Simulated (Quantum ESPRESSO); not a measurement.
# Ni (Fm-3m) in Quantum ESPRESSO: notebook

The runs below take Ni through single point, equation of state, with r2SCAN.

Everything below comes from runs of Quantum ESPRESSO 7.5. Logs are shortened: lines on timing, memory, paths and dates and some standing lists are left out, and cuts for length are marked.

## 1. Starting point

Symmetry: Fm-3m, No. 225, cubic system. The conventional cell has a = 3.475 Å, b = 3.475 Å, c = 3.475 Å, α = 90.00°, β = 90.00°, γ = 90.00°. Ni (site symmetry m-3m) has 12 Ni at 2.46 Å as nearest neighbours.

## 2. Single point, r2SCAN, collinear spin, ferromagnetic start, 9.86 Å³/atom

The input, pw.in:

```
&CONTROL
  calculation = 'scf'
  prefix = 'pwscf'
  outdir = './tmp'
  pseudo_dir = './pseudo'
  disk_io = 'nowf'
/
&SYSTEM
  ibrav = 0
  nat = 1
  ntyp = 1
  ecutwfc = 70
  nbnd = 18
  input_dft = 'r2scan'
  occupations = 'smearing'
  smearing = 'fd'
  degauss = 0.00367493
  nspin = 2
  starting_magnetization(1) = 0.0556
  nosym = .true.
  nr1 = 32
  nr2 = 32
  nr3 = 32
/
&ELECTRONS
  conv_thr = 1d-08
  electron_maxstep = 120
  mixing_beta = 0.3
/
ATOMIC_SPECIES
Ni    58.6934 Ni_ONCV_PBE-1.2.upf
CELL_PARAMETERS angstrom
   0.0000000000    1.7021023080    1.7021023080
   1.7021023080    0.0000000000    1.7021023080
   1.7021023080    1.7021023080    0.0000000000
ATOMIC_POSITIONS crystal
Ni     0.0000000000    0.0000000000    0.0000000000
K_POINTS automatic
10 10 10 0 0 0
```

Potentials or basis: SG15 PBE 1.2.

On the command line:

```bash
> OMP_NUM_THREADS=1 mpirun -n 2 pw.x -nk 2 -in pw.in > pw.out
```

pw.out:

```text
This program is part of the open-source Quantum ESPRESSO suite
     for quantum simulation of materials; please cite
         "P. Giannozzi et al., J. Phys.:Condens. Matter 21 395502 (2009);
         "P. Giannozzi et al., J. Phys.:Condens. Matter 29 465901 (2017);
         "P. Giannozzi et al., J. Chem. Phys. 152 154105 (2020);
     in publications or presentations arising from this work. More details at

     IMPORTANT: XC functional enforced from input :
     Exchange-correlation= R2SCAN
                           (   0   0   0   0   0 497 498)
     Any further DFT definition will be discarded
     Please, verify this is what you really want

     K-points division:     npool     =       2
     Subspace diagonalization in iterative solution of the eigenvalue problem:
     a serial algorithm will be used

     G-vector sticks info
     --------------------
     sticks:   dense  smooth     PW     G-vecs:    dense   smooth      PW
     Sum         397     397    139                 5209     5209    1067

     Using Slab Decomposition

     bravais-lattice index     =            0
     lattice parameter (alat)  =       4.5488  a.u.
     unit-cell volume          =      66.5554 (a.u.)^3
     number of atoms/cell      =            1
     number of atomic types    =            1
     number of electrons       =        18.00
     number of Kohn-Sham states=           18
     kinetic-energy cutoff     =      70.0000  Ry
     charge density cutoff     =     280.0000  Ry
     scf convergence threshold =      1.0E-08
     mixing beta               =       0.3000
     number of iterations used =            8  plain     mixing
     Exchange-correlation= R2SCAN
                           (   0   0   0   0   0 497 498)

     celldm(1)=   4.548828  celldm(2)=   0.000000  celldm(3)=   0.000000
     celldm(4)=   0.000000  celldm(5)=   0.000000  celldm(6)=   0.000000

     crystal axes: (cart. coord. in units of alat)
               a(1) = (   0.000000   0.707107   0.707107 )
               a(2) = (   0.707107   0.000000   0.707107 )
               a(3) = (   0.707107   0.707107   0.000000 )

     reciprocal axes: (cart. coord. in units 2 pi/alat)
               b(1) = ( -0.707107  0.707107  0.707107 )
               b(2) = (  0.707107 -0.707107  0.707107 )
               b(3) = (  0.707107  0.707107 -0.707107 )

     PseudoPot. # 1 for Ni read from file:
     Ni_ONCV_PBE-1.2.upf
     Pseudo is Norm-conserving, Zval = 18.0
     Generated using ONCVPSP code by D. R. Hamann
     Using radial grid of  602 points,  6 beta functions with:
                l(1) =   0
                l(2) =   0
                l(3) =   1
                l(4) =   1
                l(5) =   2
                l(6) =   2

     atomic species   valence    mass     pseudopotential
     Ni               18.00    58.69340     Ni( 1.00)

     Starting magnetic structure
     atomic species   magnetization
     Ni              0.056

     No symmetry found

   Cartesian axes

     site n.     atom                  positions (alat units)
         1        Ni     tau(   1) = (   0.0000000   0.0000000   0.0000000  )

     number of k points=   504  Fermi-Dirac smearing, width (Ry)=  0.0037

     Number of k-points >= 100: set verbosity='high' to print them.

     Dense  grid:     5209 G-vectors     FFT dimensions: (  32,  32,  32)

     WARNING: libxc functional with ID  497 depends
      on external parameters: check the user_guide of
      QE if you need to modify them or to check their
      default values.

     WARNING: libxc functional with ID  498 depends
      on external parameters: check the user_guide of
      QE if you need to modify them or to check their
      default values.
     Generating pointlists ...
     new r_m :   0.4125 (alat units)  1.8764 (a.u.) for type    1

     Initial potential from superposition of free atoms

     starting charge      17.9685, renormalised to      18.0000
     Starting wfcs are random

     Self-consistent Calculation

     iteration #  1     ecut=    70.00 Ry     beta= 0.30
     Davidson diagonalization with overlap
     ethr =  1.00E-02,  avg # of iterations =  7.9

     total energy              =    -308.33203740 Ry
     estimated scf accuracy    <      21.57885977 Ry

     total magnetization       =     0.73 Bohr mag/cell
     absolute magnetization    =     0.77 Bohr mag/cell

     iteration #  2     ecut=    70.00 Ry     beta= 0.30
     Davidson diagonalization with overlap
     ethr =  1.00E-02,  avg # of iterations =  1.0

     total energy              =    -308.30566777 Ry
     estimated scf accuracy    <      10.29781630 Ry

     total magnetization       =     0.73 Bohr mag/cell
     absolute magnetization    =     0.79 Bohr mag/cell

     iteration #  3     ecut=    70.00 Ry     beta= 0.30
     Davidson diagonalization with overlap
     ethr =  1.00E-02,  avg # of iterations =  1.0

     total energy              =    -308.30870686 Ry
     estimated scf accuracy    <       0.01659909 Ry

     total magnetization       =     0.72 Bohr mag/cell
     absolute magnetization    =     0.83 Bohr mag/cell

     iteration #  4     ecut=    70.00 Ry     beta= 0.30
     Davidson diagonalization with overlap
     ethr =  9.22E-05,  avg # of iterations =  1.4

     total energy              =    -308.30896068 Ry
     estimated scf accuracy    <       0.00124222 Ry

     total magnetization       =     0.73 Bohr mag/cell
     absolute magnetization    =     0.84 Bohr mag/cell

     iteration #  5     ecut=    70.00 Ry     beta= 0.30
     Davidson diagonalization with overlap
     ethr =  6.90E-06,  avg # of iterations =  2.2

     total energy              =    -308.30905014 Ry
     estimated scf accuracy    <       0.00032918 Ry

     total magnetization       =     0.73 Bohr mag/cell
     absolute magnetization    =     0.86 Bohr mag/cell

     iteration #  6     ecut=    70.00 Ry     beta= 0.30
     Davidson diagonalization with overlap
     ethr =  1.83E-06,  avg # of iterations =  1.2

     total energy              =    -308.30906377 Ry
     estimated scf accuracy    <       0.00012933 Ry

     total magnetization       =     0.73 Bohr mag/cell
     absolute magnetization    =     0.86 Bohr mag/cell

     iteration #  7     ecut=    70.00 Ry     beta= 0.30
     Davidson diagonalization with overlap
     ethr =  7.19E-07,  avg # of iterations =  1.2

     total energy              =    -308.30908875 Ry
     estimated scf accuracy    <       0.00005577 Ry

     total magnetization       =     0.73 Bohr mag/cell
     absolute magnetization    =     0.87 Bohr mag/cell

     iteration #  8     ecut=    70.00 Ry     beta= 0.30
     Davidson diagonalization with overlap
     ethr =  3.10E-07,  avg # of iterations =  1.0

     total energy              =    -308.30908922 Ry
     estimated scf accuracy    <       0.00000180 Ry

     total magnetization       =     0.73 Bohr mag/cell
     absolute magnetization    =     0.87 Bohr mag/cell

     iteration #  9     ecut=    70.00 Ry     beta= 0.30
     Davidson diagonalization with overlap
     ethr =  9.97E-09,  avg # of iterations =  1.0

     total energy              =    -308.30908928 Ry
     estimated scf accuracy    <       0.00000015 Ry

     total magnetization       =     0.73 Bohr mag/cell
     absolute magnetization    =     0.87 Bohr mag/cell

     iteration # 10     ecut=    70.00 Ry     beta= 0.30
     Davidson diagonalization with overlap
     ethr =  8.56E-10,  avg # of iterations =  1.2

     total energy              =    -308.30908929 Ry
     estimated scf accuracy    <       0.00000001 Ry

     total magnetization       =     0.73 Bohr mag/cell
     absolute magnetization    =     0.87 Bohr mag/cell

     iteration # 11     ecut=    70.00 Ry     beta= 0.30
     Davidson diagonalization with overlap
     ethr =  7.79E-11,  avg # of iterations =  1.3

     Magnetic moment per site  (integrated on atomic sphere of radius R)
     atom   1 (R=0.412)  charge= 16.6543  magn=  0.7897

     End of self-consistent calculation

     Number of k-points >= 100: set verbosity='high' to print the bands.

     the Fermi energy is    22.3819 ev

!    total energy              =    -308.30908929 Ry
     estimated scf accuracy    <          3.1E-09 Ry
     smearing contrib. (-TS)   =      -0.00074693 Ry
     internal energy E=F+TS    =    -308.30834236 Ry

     The total energy is F=E-TS. E is the sum of the following terms:
     one-electron contribution =    -118.41845373 Ry
     hartree contribution      =      71.38362445 Ry
     xc contribution           =     -30.35605814 Ry
     ewald contribution        =    -230.91745494 Ry

     total magnetization       =     0.73 Bohr mag/cell
     absolute magnetization    =     0.87 Bohr mag/cell

     convergence has been achieved in  11 iterations

=------------------------------------------------------------------------------=
   JOB DONE.
=------------------------------------------------------------------------------=
```

Wall time 11 min (2 MPI ranks of AMD EPYC, shared host); peak memory 0.32 GiB.

Results:

* Free energy: -4194.7589 eV
* Band gap on the k mesh: none (metal or under the smearing width)
* Net moment: 0.73 μB per cell
* Absolute moment: 0.87 μB per cell
* Site moments: Ni +0.79 μB
* Valence electrons inside the program's atomic spheres: Ni 16.65

Caveat: the k mesh is coarse; the potentials were made for another functional, which shifts forces and pressure.

## 3. Single point, r2SCAN, collinear spin, ferromagnetic start, 10.07 Å³/atom

Changes to pw.in since step 2:

```diff
@@ -32,5 +32,5 @@
 CELL_PARAMETERS angstrom
-   0.0000000000    1.7021023080    1.7021023080
-   1.7021023080    0.0000000000    1.7021023080
-   1.7021023080    1.7021023080    0.0000000000
+   0.0000000000    1.7140893390    1.7140893390
+   1.7140893390    0.0000000000    1.7140893390
+   1.7140893390    1.7140893390    0.0000000000
 ATOMIC_POSITIONS crystal
```

Potentials or basis: SG15 PBE 1.2.

On the command line:

```bash
> OMP_NUM_THREADS=1 mpirun -n 2 pw.x -nk 2 -in pw.in > pw.out
```

Wall time 11 min (2 MPI ranks of AMD EPYC, shared host); peak memory 0.32 GiB.

The run converged. Its results:

| Quantity | Value |
| --- | --- |
| Free energy | -4194.7766 eV |
| Band gap on the k mesh | none (metal or under the smearing width) |
| Net moment | 0.73 μB per cell |
| Absolute moment | 0.88 μB per cell |
| Site moments | Ni +0.79 μB |
| Valence electrons inside the program's atomic spheres | Ni 16.67 |

Caveat: the k mesh is coarse; the potentials were made for another functional, which shifts forces and pressure.

## 4. Single point, r2SCAN, collinear spin, ferromagnetic start, 10.28 Å³/atom

Changes to pw.in since step 3:

```diff
@@ -32,5 +32,5 @@
 CELL_PARAMETERS angstrom
-   0.0000000000    1.7140893390    1.7140893390
-   1.7140893390    0.0000000000    1.7140893390
-   1.7140893390    1.7140893390    0.0000000000
+   0.0000000000    1.7259110183    1.7259110183
+   1.7259110183    0.0000000000    1.7259110183
+   1.7259110183    1.7259110183    0.0000000000
 ATOMIC_POSITIONS crystal
```

On the command line:

```bash
> OMP_NUM_THREADS=1 mpirun -n 2 pw.x -nk 2 -in pw.in > pw.out
```

It took 11 min on 2 MPI ranks of AMD EPYC, shared host; peak memory 0.32 GiB.

Results (log left out):

```
Free energy                                           : -4194.7871 eV
Band gap on the k mesh                                : none (metal or under the smearing width)
Net moment                                            : 0.73 μB per cell
Absolute moment                                       : 0.88 μB per cell
Site moments                                          : Ni +0.79 μB
Valence electrons inside the program's atomic spheres : Ni 16.69
```

Caveat: the k mesh is coarse; the potentials were made for another functional, which shifts forces and pressure.

## 5. Single point, r2SCAN, collinear spin, ferromagnetic start, 10.49 Å³/atom

Changes to pw.in since step 4:

```diff
@@ -32,5 +32,5 @@
 CELL_PARAMETERS angstrom
-   0.0000000000    1.7259110183    1.7259110183
-   1.7259110183    0.0000000000    1.7259110183
-   1.7259110183    1.7259110183    0.0000000000
+   0.0000000000    1.7375729330    1.7375729330
+   1.7375729330    0.0000000000    1.7375729330
+   1.7375729330    1.7375729330    0.0000000000
 ATOMIC_POSITIONS crystal
```

On the command line:

```bash
> OMP_NUM_THREADS=1 mpirun -n 2 pw.x -nk 2 -in pw.in > pw.out
```

Wall time 12 min (2 MPI ranks of AMD EPYC, shared host); peak memory 0.32 GiB.

The run converged. Its results:

```
Free energy                                           : -4194.7909 eV
Band gap on the k mesh                                : none (metal or under the smearing width)
Net moment                                            : 0.73 μB per cell
Absolute moment                                       : 0.89 μB per cell
Site moments                                          : Ni +0.80 μB
Valence electrons inside the program's atomic spheres : Ni 16.70
```

Caveat: the k mesh is coarse; the potentials were made for another functional, which shifts forces and pressure.

## 6. Single point, r2SCAN, collinear spin, ferromagnetic start, 10.70 Å³/atom

Changes to pw.in since step 5:

```diff
@@ -32,5 +32,5 @@
 CELL_PARAMETERS angstrom
-   0.0000000000    1.7375729330    1.7375729330
-   1.7375729330    0.0000000000    1.7375729330
-   1.7375729330    1.7375729330    0.0000000000
+   0.0000000000    1.7490803739    1.7490803739
+   1.7490803739    0.0000000000    1.7490803739
+   1.7490803739    1.7490803739    0.0000000000
 ATOMIC_POSITIONS crystal
```

Potentials or basis: SG15 PBE 1.2.

On the command line:

```bash
> OMP_NUM_THREADS=1 mpirun -n 2 pw.x -nk 2 -in pw.in > pw.out
```

It took 12 min on 2 MPI ranks of AMD EPYC, shared host; peak memory 0.32 GiB.

The run converged. Its results:

```
Free energy                                           : -4194.7890 eV
Band gap on the k mesh                                : none (metal or under the smearing width)
Net moment                                            : 0.73 μB per cell
Absolute moment                                       : 0.89 μB per cell
Site moments                                          : Ni +0.80 μB
Valence electrons inside the program's atomic spheres : Ni 16.72
```

Caveat: the k mesh is coarse; the potentials were made for another functional, which shifts forces and pressure.

## 7. Equation of state, r2SCAN, collinear spin, ferromagnetic start

This step only gathers the single runs of the series.

What came out:

| Quantity | Value |
| --- | --- |
| Equilibrium volume | 10.52 Å³/atom |
| Bulk modulus | 218 GPa |
| Pressure derivative of the bulk modulus | 4.8 (rough: it moves with the points fitted) |

Energy against volume, from the lowest point:
| volume (Å³/atom) | energy (meV/atom) |
| --- | --- |
| 9.862 | 32.09 |
| 10.072 | 14.33 |
| 10.282 | 3.89 |
| 10.492 | 0.00 |
| 10.702 | 1.91 |

Caveat: the k mesh is coarse; the potentials were made for another functional, which shifts forces and pressure.
